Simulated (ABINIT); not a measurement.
Crystal: Ni.

```
Ni
1.0
     0.00000    1.73757    1.73757
     1.73757    0.00000    1.73757
     1.73757    1.73757    0.00000
Ni
1
Direct
  0.00000 0.00000 0.00000
```

Base run:

| Property | Result |
| --- | --- |
| Program | ABINIT 10.8.3 (patched build) |
| Functional | RPBE |
| Potentials or basis | JTH PAW PBE v2.0 |
| Cutoff | 1333 eV |
| k mesh | 13 × 13 × 13 |
| Occupations | fermi-dirac, width 0.05 eV |
| Spin | collinear spin, ferromagnetic start |
| Starting moments | [1.0] μB |

Its results: band gap on the k mesh none (metal or under the smearing width); pressure 14.3 GPa; net moment 0.63 μB per cell; site moments Ni +0.68 μB.

Question: The run is repeated on the same cell with these changes: functional from RPBE to PW91. What comes out?

Answer: Band gap on the k mesh none (metal or under the smearing width); pressure 8.3 GPa; net moment 0.62 μB per cell; site moments Ni +0.66 μB.

PW91 binds more tightly than RPBE, so the same cell stands under less pressure.

Caveats: the PAW data sets were made with another functional, which shifts forces and pressure a little.
